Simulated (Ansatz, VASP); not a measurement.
## Two plane-wave programs on ZnO

```xyz
4
Lattice="3.3000 0.0000 0.0000 -1.6500 2.8579 0.0000 0.0000 0.0000 5.3212" Properties=species:S:1:pos:R:3 pbc="T T T"
Zn    0.0000    1.9053    0.0077
Zn    1.6500    0.9526    2.6683
O     0.0000    1.9053    2.0255
O     1.6500    0.9526    4.6861
```

Alike in both runs: functional RPBE; dispersion D4; k mesh 8 × 8 × 6; occupations gaussian, width 0.05 eV; no spin polarisation.

Ansatz relaxed the structure, and its values are those at the end. VASP's run is a single point on that final structure, the one shown.

```csv
,VASP,Ansatz
version,VASP 6.6.1,Ansatz 0.2.0
potentials or method,"VASP PAW PBE potentials, release 64 (Zn, O)","scalar-relativistic, plane waves, PAW"
plane-wave cutoff (eV),520,420
valence electrons in the cell,36,36
```

```csv
,VASP,Ansatz,Ansatz less VASP
gap on the k mesh at the Fermi level (eV),0.80,0.82,+0.026
least direct gap on the mesh (eV),0.80,0.82,+0.026
pressure (GPa),-3.7,-4.7,-0.94
rms of the force components (eV/Å),0.004,0.004,+0.0010
dispersion energy (meV/atom),-479.9,-480.0,-0.10
```

Caveats: the PAW data sets were made with another functional, which shifts forces and pressure a little (VASP).
